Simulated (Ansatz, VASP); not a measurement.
# Two plane-wave programs on AlN

```xyz
4
Lattice="3.1892 0.0000 0.0000 -1.5946 2.7619 0.0000 0.0000 0.0000 3.9363" Properties=species:S:1:pos:R:3 pbc="T T T"
Al    0.0000    1.8413    2.9522
Al    1.5946    0.9206    0.9841
N     0.0000    1.8413    0.9841
N     1.5946    0.9206    2.9522
```

Alike in both runs: task single point; functional PBE; k mesh 9 × 9 × 6; occupations gaussian, width 0.05 eV; no spin polarisation.

|  | VASP | Ansatz |
| --- | --- | --- |
| version | VASP 6.6.1 | Ansatz 0.2.0 |
| potentials or method | VASP PAW PBE potentials, release 64 (Al, N) | scalar-relativistic, plane waves, PAW |
| plane-wave cutoff (eV) | 520 | 520 |
| valence electrons in the cell | 16 | 16 |

|  | VASP | Ansatz | Ansatz less VASP |
| --- | --- | --- | --- |
| gap on the k mesh at the Fermi level (eV) | 4.32 | 4.30 | -0.015 |
| least direct gap on the mesh (eV) | 4.32 | 4.30 | -0.015 |

The functional is the same, so the differences come from potentials, cutoffs and numerics.

Caveats: an odd mesh through Γ misses points on the zone boundary, where band edges often lie. PBE gaps usually lie below the measured ones, often by a third to a half.
